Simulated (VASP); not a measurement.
## Pd: single point with r2SCAN

The system is Pd.

```
Pd
1.0
    -1.57228    1.57228    1.57228
     1.57228   -1.57228    1.57228
     1.57228    1.57228   -1.57228
Pd
1
Direct
  0.00000 0.00000 0.00000
```

This isn't the form of Pd at room conditions, which is fcc.

```
Program                : VASP 6.6.1
Task                   : single point
Functional             : r2SCAN
Potentials or basis    : VASP PAW PBE potentials, release 64 (Pd)
Cutoff                 : 520 eV
k mesh                 : 13 × 13 × 13
Occupations            : fermi-dirac, width 0.1 eV
Spin                   : collinear spin, typed start
Starting moments       : [0.5] μB
Fixed moment           : 0.5 μB
Dipole correction      : no
Further INCAR settings : ALGO = Normal; EDIFF = 1e-06; NBANDS = 15
```

- Pressure: -3.2 GPa
- Net moment: 0.50 μB per cell
- Site moments: Pd +0.50 μB
- Valence electrons inside the program's atomic spheres: Pd 9.39

Run time: 44 s on 1 thread of Intel(R) Xeon(R) 6975P-C (Granite Rapids), with other jobs on the host, peak memory 0.15 GiB.

Caveat: the PAW data sets were made with another functional, which shifts forces and pressure a little; the total moment is fixed, so each spin has its own Fermi level.
